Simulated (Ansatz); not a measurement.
# Preparing TiO2 (I4_1/amd) as a host crystal

Aim: the runs on the perfect crystal TiO2 (I4_1/amd) that a defect calculation needs first.

Calculated with Ansatz 0.2.0; plane-wave PAW DFT, PBEsol; relaxation of the host's cell and atoms, in the first sound run; inputs show where later runs differ.

## (1) The structure

The structure is tetragonal, space group I4_1/amd (No. 141). Conventional cell: a = 3.783 Å, b = 3.783 Å, c = 9.615 Å, α = 90.00°, β = 90.00°, γ = 90.00°. Nearest to Ti lie 6 O at 1.94 to 1.99 Å. O has 3 Ti at 1.94 to 1.99 Å nearest. Farther neighbours and most contacts between anions are not listed.

## (2) Host cell relaxation

Lattice and positions are set free, within the symmetry that the program keeps.

The input, cell/input.yaml:

```yaml
crystal:
  lattice:
    - [-1.8912698, 1.8912698, 4.8075108]
    - [1.8912698, -1.8912698, 4.8075108]
    - [1.8912698, 1.8912698, -4.8075108]
  atoms:
    - { symbol: Ti, position: [0.0, 0.0, 0.0] }
    - { symbol: Ti, position: [0.75, 0.25, 0.5] }
    - { symbol: O, position: [0.95715212, 0.45715212, 0.5] }
    - { symbol: O, position: [0.20715212, 0.20715212, 0.0] }
    - { symbol: O, position: [0.54284788, 0.04284788, 0.5] }
    - { symbol: O, position: [0.79284788, 0.79284788, 0.0] }
basis:
  ecutwfc: 420
  xc_grid: 2
hamiltonian:
  xc: pbesol
kpoints:
  mp_grid: { grid: [10, 10, 10] }
scf:
  occupations: { method: fixed }
  max_iter: 100
relax:
  f_tol: 0.005
  max_steps: 60
  cell: {}
output:
  forces: true
  stress: true
checkpoint:
  write: "../cell.run"
  compress: false
  write_wavefunctions: false
  write_every: 100000
```

The run is started by

```console
$ ansatz run input.yaml --threads 4 --pin off --max-ram 6594MiB --backend cpu --events-out ev --progress --plain --runs-dir out
```

Numbers of over 12 decimals in the logs are rounded to 6 here.

The log of the run:

```text
[... repeated set-up lines and file paths are left out, and long positions are rounded to six places ...]
basis.fft_grid_basis auto: the FFT boxes are laid along the combinations [[1, 0, 1], [0, 1, 1], [0, 0, 1]] of the cell's own vectors, 3.783, 3.783 and 5.501 Å long. The dense box has 27×27×40 points. [...]
Engine: ansatz 0.2.0, aarch64-unknown-linux-gnu
Pseudopotentials: kind: paw
Pseudopotential: Ti, paw, valence charge 12, recommended cutoff 420 eV (normal), Ti.paw.azcp
Pseudopotential: O, paw, valence charge 6, recommended cutoff 420 eV (normal), O.paw.azcp
Functional definition: PBEsol
  exchange = pbesol_x
  correlation = pbesol_c
Crystal: 6 atoms, lattice volume = 68.784 Å³
Basis set: ecut = 420 eV, 1333 PW (Γ), FFT grids on a1+a3, a2+a3, a3, exchange–correlation on 54×54×80 points (8 copies of the dense FFT grid, shifted against one another)
Bands: 30, of which v1, the nominal top of the filled ones, is band 24 counted from 1 (23 counted from 0)
Symmetry: 16 space group operations
Space group: I41/amd (ITA 141), of the structure as read, at distance tolerance 4.1e-5 Å
k-points: 102 of 1000
Non-local potential: Ti, projectors of the file, l = 0: 3, l = 1: 2, l = 2: 3, l = 3: 1
Non-local potential: O, projectors of the file, l = 0: 2, l = 1: 2, l = 2: 1
PAW form: soft (Blöchl's): semilocal exchange-correlation on the pseudo side does not see the compensation charge
PAW frozen core: Ti, regenerated for the run's functional, and the local potential with it (the file was generated under x = pbe(κ = 0.804, μ = 0.219515), c = pbe(β = 0.066725))
PAW frozen core: O, regenerated for the run's functional, and the local potential with it (the file was generated under x = pbe(κ = 0.804, μ = 0.219515), c = pbe(β = 0.066725))
PAW one-centre angular grid: Ti, 590 points (default); XC on 64 Gauss nodes
PAW one-centre angular grid: O, 110 points (default); XC on 64 Gauss nodes
Initial density: superposition of atomic densities (neutral atoms: chi_scale 0, normalization atom), corrected by the library's trained network
Initial wavefunctions: pseudopotential atomic-orbital guess
Functional: x = pbesol(κ = 0.804, μ = 0.123457), c = pbesol(β = 0.046)
SCF iter   1: F=—  HF=-7199.757793 eV  |F-HF|=—  |Δ(HF+E_count)|=         —  Δρ=1.63e-2  dr2=1.41e-1  ethr=1.77e-3  ⟨swp⟩=3.7  Hψ=11333  notcnv=0  defer=222
preconditioner: auto → none  [insulator: Δε(μ)=1.952 eV  Ē_g=9.508 eV  n_scr=14 (ndim 8)  ℏωp=25.3 eV  f_vac=0.104  ε∞_Penn≈8.1]
SCF iter   2: F=—  HF=-7199.764827 eV  |F-HF|=—  |Δ(HF+E_count)|=   7.03e-3  Δρ=1.74e-2  dr2=2.04e-1  ethr=2.94e-4  ⟨swp⟩=2.0  Hψ=5728  notcnv=0  defer=375
SCF iter   3: F=—  HF=-7199.725660 eV  |F-HF|=—  |Δ(HF+E_count)|=   3.92e-2  Δρ=2.14e-3  dr2=1.60e-3  ethr=2.94e-4  ⟨swp⟩=2.0  Hψ=4361  notcnv=0  defer=365
SCF iter   4: F=—  HF=-7199.725713 eV  |F-HF|=—  |Δ(HF+E_count)|=   5.27e-5  Δρ=6.82e-4  dr2=9.38e-5  ethr=3.34e-6  ⟨swp⟩=2.0  Hψ=5495  notcnv=0  defer=305
automatic band count: iteration 4 solves 29 bands in place of 30: the levels show a gap, and the empty bands left out lie too high to hold charge; the band table lists the bands solved (type scf.n_extra_bands for more)
SCF iter   5: F=—  HF=-7199.725737 eV  |F-HF|=—  |Δ(HF+E_count)|=   2.37e-5  Δρ=1.83e-4  dr2=2.35e-5  ethr=1.95e-7  ⟨swp⟩=2.7  Hψ=5369  notcnv=0  defer=187
SCF iter   6: F=—  HF=-7199.725731 eV  |F-HF|=—  |Δ(HF+E_count)|=   5.37e-6  Δρ=2.17e-5  dr2=1.53e-7  ethr=4.89e-8  ⟨swp⟩=2.5  Hψ=4950  notcnv=0  defer=107
SCF iter   7: F=-7199.725731 eV  HF=-7199.725731 eV  |F-HF|=6.85e-10  |Δ(HF+E_count)|=   6.31e-8  Δρ=2.11e-6  dr2=1.25e-9  ethr=2.08e-10  ⟨swp⟩=4.0  Hψ=9870  notcnv=0
SCF 1 converged in 7 iterations: F = -7199.725731 eV  dr2 = 1.25e-9
  greatest PAW one-centre occupation: 0.999 electrons in one spin orbital (limit 2), on the Ti atom at site 1 (counted from 0), in its partial waves of l = 0
relax step   1: F+E_penalty+E_count = -7199.72573127 eV  Δ(F+E_penalty+E_count) = +0.000e0 eV  max|allowed force component| = 5.912e-2 eV/Å  Δτ_max = 0.0000 Å  P = -2.715 GPa  Ω = 68.784 Å³  (7 SCF iters, dr2 threshold 1.00e-7 eV, accepted)
[... the SCF cycles and remarks between the steps are left out from here to the last step ...]
relax step   2: F+E_penalty+E_count = -7199.73509409 eV  Δ(F+E_penalty+E_count) = -9.363e-3 eV  max|allowed force component| = 1.669e-2 eV/Å  Δτ_max = 0.0013 Å  P = -0.794 GPa  Ω = 68.173 Å³  energy of the carried Pulay correction = +2.779e-3 eV  (5 SCF iters, dr2 threshold 6.00e-7 eV, accepted)
relax step   3: F+E_penalty+E_count = -7199.73688774 eV  Δ(F+E_penalty+E_count) = -1.794e-3 eV  max|allowed force component| = 9.449e-4 eV/Å  Δτ_max = 0.0009 Å  P = +0.019 GPa  Ω = 67.917 Å³  energy of the carried Pulay correction = +3.952e-3 eV  (5 SCF iters, dr2 threshold 6.00e-7 eV, accepted)
relax step   4: F+E_penalty+E_count = -7199.73328315 eV  Δ(F+E_penalty+E_count) = +3.605e-3 eV  max|allowed force component| = 7.587e-4 eV/Å  Δτ_max = 0.0000 Å  P = -0.082 GPa  Ω = 67.917 Å³  stress off target by 1.36e-1 GPa  SCF on the basis re-selected at this cell (its energy is not comparable with the rows above)  (6 SCF iters)
relax step   5: F+E_penalty+E_count = -7199.73346028 eV  Δ(F+E_penalty+E_count) = -1.771e-4 eV  max|allowed force component| = 1.329e-3 eV/Å  Δτ_max = 0.0005 Å  P = +0.010 GPa  Ω = 67.882 Å³  energy of the carried Pulay correction = +1.592e-4 eV  (4 SCF iters, dr2 threshold 4.62e-8 eV, accepted)
iter 1 solved again at ethr=4.51e-9 eV; its pass at ethr=3.10e-3 eV (dr2=2.16e-6 eV) is discarded
SCF iter   1: F=—  HF=-7199.733377 eV  |F-HF|=—  |Δ(HF+E_count)|=         —  Δρ=1.09e-5  dr2=4.56e-8  ethr=4.51e-9  ⟨swp⟩=3.9  Hψ=20586  notcnv=0  defer=407
SCF iter   2: F=—  HF=-7199.733304 eV  |F-HF|=—  |Δ(HF+E_count)|=   7.37e-5  Δρ=1.05e-5  dr2=6.02e-8  ethr=9.50e-11  ⟨swp⟩=2.3  Hψ=5369  notcnv=0  defer=407
SCF iter   3: F=—  HF=-7199.733304 eV  |F-HF|=—  |Δ(HF+E_count)|=   5.73e-9  Δρ=5.11e-6  dr2=1.40e-8  ethr=9.50e-11  ⟨swp⟩=2.0  Hψ=4480  notcnv=0  defer=407
SCF iter   4: F=—  HF=-7199.733304 eV  |F-HF|=—  |Δ(HF+E_count)|=  8.04e-10  Δρ=2.03e-6  dr2=2.43e-9  ethr=2.92e-11  ⟨swp⟩=2.3  Hψ=3627  notcnv=0  defer=407
SCF iter   5: F=—  HF=-7199.733304 eV  |F-HF|=—  |Δ(HF+E_count)|=  4.73e-11  Δρ=4.74e-7  dr2=1.42e-10  ethr=5.07e-12  ⟨swp⟩=2.0  Hψ=3640  notcnv=0  defer=407
SCF iter   6: F=-7199.733304 eV  HF=-7199.733304 eV  |F-HF|=0.00e0  |Δ(HF+E_count)|=  3.64e-12  Δρ=9.71e-8  dr2=3.60e-12  ethr=1.00e-12  ⟨swp⟩=4.0  Hψ=9897  notcnv=0
SCF 6 converged in 6 iterations: F = -7199.733304 eV  dr2 = 3.60e-12
relax step   6: F+E_penalty+E_count = -7199.73330352 eV  Δ(F+E_penalty+E_count) = +1.568e-4 eV  max|allowed force component| = 1.352e-3 eV/Å  Δτ_max = 0.0000 Å  P = +0.008 GPa  Ω = 67.882 Å³  stress off target by 3.21e-2 GPa  SCF on the basis re-selected at this cell (its energy is not comparable with the rows above)  (6 SCF iters)
basis re-selected at this cell: Δ(F+E_penalty+E_count) = +1.568e-4 eV, ΔP = -0.002 GPa vs the last step (what re-selecting the basis moved, of the pressure what is left beyond the Pulay correction that the steps carried, after the strain that the cell walked [...]
SCF converged after 6 iterations
Free energy (F): -7199.733304 eV
Harris-Foulkes:  -7199.733304 eV  (|F-HF|=0.00e0)
Internal energy: -7199.733304 eV  (E = F + TS)
E sigma→0 (E₀):  -7199.733304 eV
Fermi energy:    7.245161 eV
--- Per-component energies (eV) ---
  E_band       = -455.611199
  E_kinetic    = 1245.138321
  E_local      = -3561.853385  (includes V_loc(G=0)·N_el)
  E_nonlocal   = 200.331480
  E_hartree    = 1377.928702
  E_xc         = -486.982021
  E_vxc        = -619.857950  (∫ρ·V_xc dr)
  E_paw        = -2649.023435  (= ΣΔE_a)
  E_vpaw       = -475.237033  (= ΣTr[D̂ρ^β])
  E_aug_tail   = 0.009928  (compensation charges beyond the density's cutoff)
  E_ewald      = -3325.702815
  E_core_change = 0.419920  (= ΣΔE_core)
  E_smearing   = -0.000000  (= −TS)
  E_closure    = 0.000000  (closes the sum)
  Σ components = -7199.733304   (vs F -7199.733304, Δ=0.00e0)
--- Forces (eV/Å), atoms counted from 1 ---
  atom   1  Ti     0.00000000     0.00000000     0.00000000
  atom   2  Ti     0.00000000     0.00000000     0.00000000
  atom   3  O      0.00000000    -0.00000000     0.00135244
  atom   4  O      0.00000000     0.00000000     0.00135244
  atom   5  O      0.00000000    -0.00000000    -0.00135244
  atom   6  O      0.00000000     0.00000000    -0.00135244
  max |Σ_I F_I| component: 4.45e-18 eV/Å
--- Stress (GPa, compression-positive) ---
        0.027905       0.000000       0.000000
        0.000000       0.027905       0.000000
        0.000000       0.000000      -0.032148
  P = ⅓ Tr σ = 0.0079 GPa (0.079 kbar)
--- Relaxed structure (4 steps of the walk, 4 accepted, 2 SCFs on fresh bases) ---
  F+E_penalty+E_count = -7199.73330352 eV   max|allowed force component| = 1.352e-3 eV/Å   (the final SCF, on the basis selected at the relaxed cell)
  cell:  # Å, volume = 67.8821 Å³
    - [-1.884396, 1.884396, 4.779155]
    - [1.884396, -1.884396, 4.779155]
    - [1.884396, 1.884396, -4.779155]
  atoms:
    - { symbol: Ti, position: [0, 0, 0] }
    - { symbol: Ti, position: [0.750000, 0.25, 0.500000] }
    - { symbol: O, position: [0.957430, 0.457430, 0.500000] }
    - { symbol: O, position: [0.207430, 0.207430, 0] }
    - { symbol: O, position: [0.542570, 0.042570, 0.500000] }
    - { symbol: O, position: [0.792570, 0.792570, 0] }
```

Elapsed: 13 s, on 4 threads of Arm Neoverse V2, shared host; peak memory 0.48 GiB; 50 s of CPU time.

Relaxation path:

| step | energy less that of the first step (eV) | largest force component (eV/Å) | pressure (GPa) | volume (Å³) |
| --- | --- | --- | --- | --- |
| 1 | 0.0000 | 0.0591 | -2.71 | 68.78 |
| 2 | -0.0094 | 0.0167 | -0.79 | 68.17 |
| 3 | -0.0112 | 0.0009 | 0.02 | 67.92 |
| 4 | -0.0076 | 0.0008 | -0.08 | 67.92 |
| 5 | -0.0077 | 0.0013 | 0.01 | 67.88 |
| 6* | -0.0076 | 0.0014 | 0.01 | 67.88 |

Relaxation steps marked * repeat the geometry before them on a plane-wave basis chosen anew for their cell, so energy and pressure can jump there. The log counts 2 steps on a newly chosen plane-wave basis, not all of them marked here; energy and pressure can jump at such steps.

Forces are held to the 16 operations that the run works with; a distortion that breaks them can't arise in this run.

| conventional cell, symmetrised | before | after | change |
| --- | --- | --- | --- |
| a (Å) | 3.783 | 3.769 | -0.4 % |
| b (Å) | 3.783 | 3.769 | -0.4 % |
| c (Å) | 9.615 | 9.558 | -0.6 % |
| volume (Å³/atom) | 11.46 | 11.31 | -1.3 % |

The relaxed structure:

```xyz
6
Lattice="-1.8844 1.8844 4.7792 1.8844 -1.8844 4.7792 1.8844 1.8844 -4.7792" Properties=species:S:1:pos:R:3 pbc="T T T"
Ti    0.0000    0.0000    0.0000
Ti    0.0000    1.8844    2.3896
O     0.0000    1.8844    4.3723
O     0.0000    0.0000    1.9827
O     0.0000    1.8844    0.4069
O     0.0000    0.0000    7.5756
```

This step gave:

```
pressure : 0.007887 GPa
```

The relaxation ends with a largest force component of 0.0014 eV/Å and a pressure of 0.01 GPa.

## (3) Dielectric tensors of the host

The response to a uniform electric field gives the electronic dielectric tensor.

This step: plane-wave PAW DFPT, PBEsol; dielectric tensors, Born charges and zone-centre modes of the host (Ansatz 0.2.0).

The input, eps/input.yaml:

```yaml
crystal:
  lattice:
    - [-1.8843959351, 1.8843959351, 4.7791546098]
    - [1.8843959351, -1.8843959351, 4.7791546098]
    - [1.8843959351, 1.8843959351, -4.7791546098]
  atoms:
    - { symbol: Ti, position: [0.0, 0.0, 0.0] }
    - { symbol: Ti, position: [0.75, 0.25, 0.5] }
    - { symbol: O, position: [0.9574303409, 0.4574303409, 0.5] }
    - { symbol: O, position: [0.2074303409, 0.2074303409, 0.0] }
    - { symbol: O, position: [0.5425696591, 0.0425696591, 0.5] }
    - { symbol: O, position: [0.7925696591, 0.7925696591, 0.0] }
basis:
  ecutwfc: 420
hamiltonian:
  xc: pbesol
kpoints:
  mp_grid: { grid: [9, 9, 9] }
scf:
  occupations: { method: fixed }
  max_iter: 100
phonons:
  method: dfpt
  dielectric: true
  rigid_motions: translations
```

The log of the run:

```text
[...]
Crystal: 6 atoms, lattice volume = 67.882 Å³
Basis set: ecut = 420 eV, 1315 PW (Γ), exchange–correlation on 80×80×80 points (8 copies of the dense FFT grid, shifted against one another)
Bands: 30, of which v1, the nominal top of the filled ones, is band 24 counted from 1 (23 counted from 0)
[... 1 set-up line as in the run before ...]
k-points: 365 of 729 (irreducible under 1 space group operation, time reversal used)
[...]
SCF iter   1: F=—  HF=-7199.764359 eV  |F-HF|=—  |Δ(HF+E_count)|=         —  Δρ=1.61e-2  dr2=1.34e-1  ethr=1.77e-3  ⟨swp⟩=3.7  Hψ=40605  notcnv=0  defer=752
[...]
SCF iter   8: F=-7199.733272 eV  HF=-7199.733272 eV  |F-HF|=6.37e-12  |Δ(HF+E_count)|=  8.94e-10  Δρ=4.27e-7  dr2=9.43e-11  ethr=1.00e-12  ⟨swp⟩=12.4  Hψ=63699  notcnv=0
SCF 1 converged in 8 iterations: F = -7199.733272 eV  dr2 = 9.43e-11
[...]
NSCF: frozen V_eff on 11 k-points
DFPT response loops at Γ: preconditioner auto → Resta (q_TF=auto, 2.575 Å⁻¹)  ε∞=5.3 (no band partly filled); β = 1.00, the filter's whole step (`scf.mixing.beta` (0.50) is not read by the response loops at its default; [...]
── the response to a field inside a basis, on 10×10×10 k-points: an SCF that follows is theirs, and a resumed run solves both again ──
Bands: 25, of which v1, the nominal top of the filled ones, is band 24 counted from 1 (23 counted from 0)
k-points: 99 of 1000
[...]
Eigensolver: Dense (99 Hₖ)
SCF iter   1: F=—  HF=-7199.718430 eV  |F-HF|=—  |Δ(HF+E_count)|=         —  Δρ=4.43e-4  dr2=2.74e-5  ethr=1.00e-1
[...]
SCF iter   5: F=-7199.718429 eV  HF=-7199.718429 eV  |F-HF|=5.01e-9  |Δ(HF+E_count)|=   7.83e-8  Δρ=4.08e-6  dr2=3.45e-9  ethr=4.15e-10
SCF 1 converged in 5 iterations: F = -7199.718429 eV  dr2 = 3.45e-9
[...]
SCF converged after 8 iterations
Free energy (F): -7199.733272 eV
[...]
Internal energy: -7199.733272 eV  (E = F + TS)
E sigma→0 (E₀):  -7199.733272 eV
Fermi energy:    7.259135 eV
[...]
--- Band table (eV; the first three rows and the last of 365) ---
[...]
[... further k-points left out ...]
--- Phonons (Γ-DFPT): 5 representative perturbations + reference, on 365 of 729 k-points (Σ response iterations 20) ---
  k mesh reduced under 1 symmetry operation, with k and −k counted as one. Each operation leaves every solved perturbation unchanged. A smaller set is not considered because the run solves the response to a homogeneous field
  ASR residual: 2.833e-4 → 0.000e0 eV/Å²; symmetrization residual: 5.356e-6 eV/Å²
  ASR residual per site (eV/Å²): 6.18e-5 6.18e-5 2.83e-4 2.83e-4 2.83e-4 2.83e-4
  Γ frequencies (cm⁻¹): 0.00 0.00 0.00 134.00 134.00 168.64 168.64 228.02 228.02 327.94 372.72 418.04 418.04 489.66 511.89 537.09 618.74 618.74
  ε∞ (high-frequency dielectric tensor):
        6.851848     0.000000     0.000000
        0.000000     6.851848    -0.000000
        0.000000    -0.000000     6.277340
  ε⁰ (static dielectric tensor: ions relaxed, cell fixed):
       61.296426     0.000000     0.000000
        0.000000    61.296426    -0.000000
        0.000000    -0.000000    29.319802
  ε⁰ − ε∞ (ionic part):
       54.444579     0.000000     0.000000
        0.000000    54.444579    -0.000000
        0.000000    -0.000000    23.042461
  softest optical mode at Γ: 134.00 cm⁻¹; the repairs (sum rule, projections) moved no ω² at Γ by more than (2.54 cm⁻¹)²
  Born effective charges Z* (e; rows j = field, columns β = displacement):
    site 0:
         6.54256   -0.00000   -0.00000
        -0.00000    6.54256   -0.00000
         0.00000   -0.00000    5.72540
    site 1:
         6.54256    0.00000   -0.00000
        -0.00000    6.54256    0.00000
         0.00000    0.00000    5.72540
    site 2:
        -5.43140   -0.00000    0.00000
        -0.00000   -1.11116   -0.00000
         0.00000    0.00000   -2.86270
    site 3:
        -1.11116    0.00000   -0.00000
        -0.00000   -5.43140   -0.00000
        -0.00000   -0.00000   -2.86270
    site 4:
        -1.11116    0.00000   -0.00000
        -0.00000   -5.43140   -0.00000
         0.00000    0.00000   -2.86270
    site 5:
        -5.43140   -0.00000   -0.00000
         0.00000   -1.11116   -0.00000
        -0.00000   -0.00000   -2.86270
  Z* charge neutrality: 7.601e-3 e pre-enforcement
  solved inside a basis spanned on kpoints, on 10×10×10 k-points, its susceptibility summed on 10×10×14: ε∞ is read to err by 2.2e-2, Z* by 2.4e-2 e (field_mesh: kpoints solves on kpoints); Z* is corrected for what the basis lacks
  optical modes at Γ without the LO–TO term, one row a degenerate level:
      ω (cm⁻¹)  modes    IR ((D/Å)²/amu)
        134.00      2             0.0000
        168.64      2             0.0000
        228.02      2           146.4602
        327.94      1            78.8680
        372.72      1             0.0000
        418.04      2           113.3439
        489.66      1             0.0000
        511.89      1             0.0000
        537.09      1             0.0000
        618.74      2             0.0000
  optical modes at Γ + LO–TO along q̂ = [1.0000, 0.0000, 0.0000]:
      ω (cm⁻¹)  modes    IR ((D/Å)²/amu)
        134.00      2             0.0000
        168.64      2             0.0000
        228.02      1            73.2301
        327.94      1            78.8680
        338.93      1             1.3855
        372.72      1             0.0000
        418.04      1            56.6720
        489.66      1             0.0000
        511.89      1             0.0000
        537.09      1             0.0000
        618.74      2             0.0000
        841.16      1           128.5166
  optical modes at Γ + LO–TO along q̂ = [0.0000, 1.0000, 0.0000]:
      ω (cm⁻¹)  modes    IR ((D/Å)²/amu)
        134.00      2             0.0000
        168.64      2             0.0000
        228.02      1            73.2301
        327.94      1            78.8680
        338.93      1             1.3855
        372.72      1             0.0000
        418.04      1            56.6720
        489.66      1             0.0000
        511.89      1             0.0000
        537.09      1             0.0000
        618.74      2             0.0000
        841.16      1           128.5166
  optical modes at Γ + LO–TO along q̂ = [0.0000, 0.0000, 1.0000]:
      ω (cm⁻¹)  modes    IR ((D/Å)²/amu)
        134.00      2             0.0000
        168.64      2             0.0000
        228.02      2           146.4602
        372.72      1             0.0000
        418.04      2           113.3439
        489.66      1             0.0000
        511.89      1             0.0000
        537.09      1             0.0000
        618.74      2             0.0000
        708.73      1            78.8680
```

Elapsed: 4.7 min, on 4 threads; peak memory 3.1 GiB; 18 min of CPU time.

Electronic dielectric tensor:

```
6.85 0.00 0.00
0.00 6.85 0.00
0.00 0.00 6.28
```

Static dielectric tensor:

```
61.30  0.00  0.00
 0.00 61.30  0.00
 0.00  0.00 29.32
```

The principal values of the electronic dielectric tensor are 6.28, 6.85 and 6.85. The principal values of the static dielectric tensor are 29.32, 61.30 and 61.30.

## (4) Outcome

- primitive cell vectors, lengths: 5.472, 5.472, 5.472 Å
- electronic dielectric constant: principal values (6.28, 6.85, 6.85)
- static dielectric constant: principal values (29.32, 61.30, 61.30)
- gap on the k-mesh of the response run (PBEsol): 2.11 eV

In words: The cell shrank by 1.3 % in volume. The k-mesh can miss the band edges, so this gap is an upper bound at this level. All at zero temperature.

[Logs are printed without paths, hosts, clocks, repeated set-up lines and the standing remarks that a program may print on its own settings, such as how far it seeks lower states.]

[Hosts, paths, dates, database ids (printed as entryN), source tags and the programs' standing remarks are cut or masked in the printed files.]

[Runs of the host that timed out are not shown.]

[For some hosts the program warned that the k-mesh of the response run may be too coarse for force constants and the static dielectric constant; such warnings are not always shown.]
